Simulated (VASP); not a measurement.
Input of a VASP 6.6.1 run:

POSCAR

```
TlBr
1.0
    3.9700000000      0.0000000000      0.0000000000
    0.0000000000      3.9700000000      0.0000000000
    0.0000000000      0.0000000000      3.9700000000
Tl Br
1 1
Direct
    0.0000000000      0.0000000000      0.0000000000
    0.5000000000      0.5000000000      0.5000000000
```

INCAR.step1

```
SYSTEM = TlBr
ALGO = Normal
EDIFF = 1E-4
ENCUT = 520
GGA = PE
ISMEAR = -1
LASPH = .TRUE.
LCHARG = .FALSE.
LREAL = .FALSE.
LWAVE = .TRUE.
NBANDS = 17
NELM = 100
PREC = Accurate
SIGMA = 0.01
```

INCAR.step2

```
SYSTEM = TlBr
ALGO = Normal
EDIFF = 1E-7
ENCUT = 520
ISIF = 2
ISMEAR = -1
ISTART = 1
LASPH = .TRUE.
LCHARG = .TRUE.
LELF = .TRUE.
LMIXTAU = .TRUE.
LREAL = .FALSE.
LVHAR = .TRUE.
LWAVE = .FALSE.
METAGGA = R2SCAN
NBANDS = 17
NELM = 100
PREC = Accurate
SIGMA = 0.01
```

File KPOINTS:

```
k-points
0
G
  6 6 6
  0 0 0
```

Potentials or basis: VASP PAW PBE potentials, release 64 (Tl_d, Br).

Command:

```sh
$ cat potpaw_PBE.64/Tl_d/POTCAR potpaw_PBE.64/Br/POTCAR > POTCAR
$ cp INCAR.step1 INCAR
$ mpirun -np 1 vasp_std > vasp.out
$ cp INCAR.step2 INCAR
$ mpirun -np 1 vasp_std > vasp.out
```

Task: Estimate the band gap on the k mesh.

Result: 2.28 eV, direct.

Task: What does it give for the pressure?

Result: 0.5 GPa.

Caveat: the PAW data sets were made with another functional, which shifts forces and pressure a little; spin-orbit coupling is left out, which as a rule narrows the gap of such compounds by several tenths of an eV. A k mesh can miss the band edges.
